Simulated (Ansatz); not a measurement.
What a change of settings does to a run on MnO

The cell was built from the rocksalt type and relaxed in the same program; it needn't be a known or the stable phase. The listed cell was then made from it by scaling, straining or moving an atom.

First run: DFT, PBE, PAW with Ansatz's default frozen-core files, scalar-relativistic (Ansatz 0.2.0).

Command: `ansatz run input.yaml --threads 1 --pin off --max-ram 3072MiB --backend cpu --events-out ev --progress --plain --runs-dir out` The run took about 14 s on 1 thread of a shared machine.

```yaml
crystal:
  lattice:
    - [0.0, 2.1766014517, 2.3084949212]
    - [2.1766014517, 0.0, 2.3084949212]
    - [2.1766014517, 2.1766014517, 0.0]
  atoms:
    - { symbol: Mn, position: [0.0, 0.0, 0.0], spin: 4.0 }
    - { symbol: O, position: [0.5, 0.5, 0.5] }
magnetization:
  spin_polarized: true
kpoints:
  mp_grid: { grid: [13, 13, 13] }
scf:
  occupations: { method: fermi_dirac, width: 0.05 }
hamiltonian:
  xc: pbe
  pseudopotentials: { kind: paw }
output:
  forces: true
  stress: true
  eigenvalues: true
  efg: { contact_densities: true }
```

Result: converged; pressure 0.48 GPa; moment 4.73 μB; 11 SCF iterations.

Semilocal functionals without U often leave such compounds metallic or with too small a gap, and the real magnetic order may differ.

The input is then changed:

```diff
@@ -10,10 +10,11 @@
   spin_polarized: true
 kpoints:
-  mp_grid: { grid: [13, 13, 13] }
+  mp_grid: { grid: [13, 13, 13], shift: [0.5, 0.5, 0.5] }
 scf:
   occupations: { method: fermi_dirac, width: 0.05 }
+  mixing: { preconditioner: kerker }
 hamiltonian:
   xc: pbe
-  pseudopotentials: { kind: paw }
+  pseudopotentials: { kind: paw, source: ansatz }
 output:
   forces: true
@@ -21,3 +22,7 @@
   eigenvalues: true
   efg: { contact_densities: true }
+  write_density: true
+  write_potential: true
+  elf: true
+  volumetric_format: npy
```

**Question.** Predict the outcome of the changed run.

**Answer.** It converged; pressure 0.62 GPa; moment 4.74 μB; 10 SCF iterations.
